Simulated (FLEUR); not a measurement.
# Au (Fm-3m) in FLEUR: further runs, part 2 of 2

FLEUR MaX-R8.1 (later development tree). The steps go on from the part before.

## 5. Equation of state, LDA (Moruzzi-Janak-Williams), 16.85 Å³/atom

The input, inp.xml:

```xml
<?xml version="1.0" encoding="UTF-8" standalone="no"?>
<fleurInput fleurInputVersion="0.39">
   <comment>
      Au                                                                                                  
   </comment>
   <calculationSetup>
      <cutoffs Kmax="3.8" Gmax="11.8" GmaxXC="11.8" numbands="0"/>
      <scfLoop itmax="60" minDistance="0.00001" maxIterBroyd="15" imix="Anderson" alpha="0.05" precondParam="0.0" spinf="2.0" sdNocoIR="T"/>
      <coreElectrons ctail="T" frcor="F" kcrel="0" coretail_lmax="0"/>
      <xcFunctional name="mjw" relativisticCorrections="F"/>
      <magnetism jspins="1"/>
      <soc l_soc="F" theta="0.0" phi="0.0" spav="F"/>
      <expertModes spex="0" secvar="F"/>
      <geometryOptimization l_f="F" forcealpha="1.0" forcemix="BFGS" epsdisp="0.00001" epsforce="0.00001"/>
      <ldaU l_linMix="F" mixParam="0.05" spinf="1.0"/>
   </calculationSetup>
   <cell>
      <bzIntegration valenceElectrons="19.0" mode="hist" fermiSmearingEnergy="0.00183747">
         <kPointListSelection listName="default-1"/>
         <!-- k-points included here -->
         <xi:include xmlns:xi="http://www.w3.org/2001/XInclude" href="kpts.xml"> </xi:include>
      </bzIntegration>
      <!-- symmetry operations included here -->
      <xi:include xmlns:xi="http://www.w3.org/2001/XInclude" href="sym.xml"> </xi:include>
      <bulkLattice scale="1.0000000000">
         <bravaisMatrix>
            <row-1>    0.0000000000000000     3.8455926635609998     3.8455926635609998</row-1>
            <row-2>    3.8455926635609998     0.0000000000000000     3.8455926635609998</row-2>
            <row-3>    3.8455926635609998     3.8455926635609998     0.0000000000000000</row-3>
         </bravaisMatrix>
      </bulkLattice>
   </cell>
   <atomSpecies>
      <species name="Gold (Au)" element="Au" atomicNumber="79">
         <mtSphere radius="2.47" gridPoints="833" logIncrement="0.016"/>
         <atomicCutoffs lmax="10" lnonsphr="8"/>
         <electronConfig flipSpins="F">
            <coreConfig>(1s1/2) (2s1/2) (2p1/2) (2p3/2) (3s1/2) (3p1/2) (3p3/2) (4s1/2) (3d3/2) (3d5/2) (4p1/2) (4p3/2) (4d3/2) (4d5/2) (4f5/2) (4f7/2)</coreConfig>
            <valenceConfig>(5s1/2) (5p1/2) (5p3/2) (6s1/2) (5d3/2) (5d5/2)</valenceConfig>
            <stateOccupation state="(6s1/2)" spinUp="0.500000" spinDown="0.500000"/>
         </electronConfig>
         <energyParameters s="6" p="6" d="5" f="5"/>
         <lo type="SCLO" l="0" n="5" eDeriv="0"/>
         <lo type="SCLO" l="1" n="5" eDeriv="0"/>
         <lo type="SCLO" l="1" n="5" eDeriv="1"/>
         <lo type="SCLO" l="2" n="5" eDeriv="2"/>
         <lo type="SCLO" l="3" n="5" eDeriv="2"/>
      </species>
   </atomSpecies>
   <atomGroups>
      <atomGroup species="Gold (Au)">
         <relPos label="                   1">.0000000000 .0000000000 .0000000000</relPos>
         <force calculate="T" relaxXYZ="TTT"/>
      </atomGroup>
   </atomGroups>
   <output dos="F" band="F" slice="F">
      <checks vchk="F" cdinf="F"/>
      <bandDOS minEnergy="-.5*Htr" maxEnergy="0.5*Htr" sigma="0.015" storeEVData="T"/>
      <vacuumDOS vacdos="F" integ="F" star="F" nstars="0" locx1="0.0" locy1="0.0" locx2="0.0" locy2="0.0" nstm="0" tworkf="0.0"/>
      <unfoldingBand unfoldBand="F" supercellX="1" supercellY="1" supercellZ="1"/>
      <plotting iplot="0" polar="F">
         <plot TwoD="T" vec1="  1.0  0.0  0.0" vec2="  0.0  1.0  0.0" vec3="  0.0  0.0  1.0" zero="  0.0  0.0  0.0" file="plot"/>
      </plotting>
      <chargeDensitySlicing numkpt="0" minEigenval="0.0" maxEigenval="0.0" nnne="0" pallst="F"/>
      <specialOutput eonly="F"/>
      <moessbauerParams electricFieldGradient="T" isomerShift="T" coreHyperfine="T" valenceHyperfine="T"/>
      <magneticCircularDichroism mcd="F" energyLo="-10.0" energyUp="0.0"/>
   </output>
  <!-- We include the file relax.xml here to enable relaxations (see documentation) -->
  <xi:include xmlns:xi="http://www.w3.org/2001/XInclude" href="relax.xml"> <xi:fallback/> </xi:include>
</fleurInput>
```

Command:

```bash
> inpgen -f crystal.txt -profile fastHighL
> # inp.xml edited to the form shown
> fleur_MPI
```

It took 6.8 s on 1 thread of Arm Neoverse V1, shared host; peak memory 0.08 GiB.

The run converged. Its results:

| Property | Result |
| --- | --- |
| Free energy | -518023.3946 eV |
| Band gap on the k mesh | none (metal or under the smearing width) |
| Valence electrons inside the program's atomic spheres | Au 17.35 (radii Au 2.47 bohr) |

## 6. Equation of state, LDA (Moruzzi-Janak-Williams), 17.53 Å³/atom (volume scaled by 1.04)

inp.xml, as its differences from that of step 5:

```diff
@@ -24,3 +24,3 @@
       <xi:include xmlns:xi="http://www.w3.org/2001/XInclude" href="sym.xml"> </xi:include>
-      <bulkLattice scale="1.0000000000">
+      <bulkLattice scale="1.0131594038">
          <bravaisMatrix>
```

Potentials or basis: all-electron, FLAPW.

Command:

```bash
> inpgen -f crystal.txt -profile fastHighL
> # inp.xml edited to the form shown
> fleur_MPI
```

Wall time 7 s (1 thread of Arm Neoverse V1, shared host); peak memory 0.08 GiB.

It converged, with:

| Property | Result |
| --- | --- |
| Free energy | -518023.3690 eV |
| Band gap on the k mesh | none (metal or under the smearing width) |
| Valence electrons inside the program's atomic spheres | Au 17.31 (radii Au 2.47 bohr) |

## 7. Equation of state, LDA (Moruzzi-Janak-Williams), 17.87 Å³/atom (volume scaled by 1.06)

inp.xml, as its differences from that of step 6:

```diff
@@ -24,3 +24,3 @@
       <xi:include xmlns:xi="http://www.w3.org/2001/XInclude" href="sym.xml"> </xi:include>
-      <bulkLattice scale="1.0131594038">
+      <bulkLattice scale="1.0196128224">
          <bravaisMatrix>
```

Command:

```bash
> inpgen -f crystal.txt -profile fastHighL
> # inp.xml edited to the form shown
> fleur_MPI
```

It took 7.2 s on 1 thread of Arm Neoverse V1, shared host; peak memory 0.08 GiB.

It converged, with:

- Free energy: -518023.3474 eV
- Band gap on the k mesh: none (metal or under the smearing width)
- Valence electrons inside the program's atomic spheres: Au 17.29 (radii Au 2.47 bohr)

## 8. Equation of state, LDA (Moruzzi-Janak-Williams)

Potentials or basis: all-electron, FLAPW.

This step only gathers the single runs of the series.

Results:

```
Equilibrium volume                      : 16.60 Å³/atom
Bulk modulus                            : 196 GPa
Pressure derivative of the bulk modulus : 6.1 (rough: it moves with the points fitted)
```

Energy against volume, from the lowest point:
```tsv
volume (Å³/atom)	energy (meV/atom)
15.843	21.41
16.181	4.72
16.855	0.00
17.529	25.58
17.866	47.19
```

The run has no spin-orbit coupling, so splittings on Au are missing.

## 9. How close it comes

Step 8. Against the measured bulk modulus of Au, 167 GPa (quoted in “Exploring toroidal anvil profiles for larger sample volumes above 4 Mbar”, 2024, pmc:11102561), the calculated 196 GPa is off by +17.3 %. The fit is for a static lattice scaled at fixed shape and fixed fractional positions.
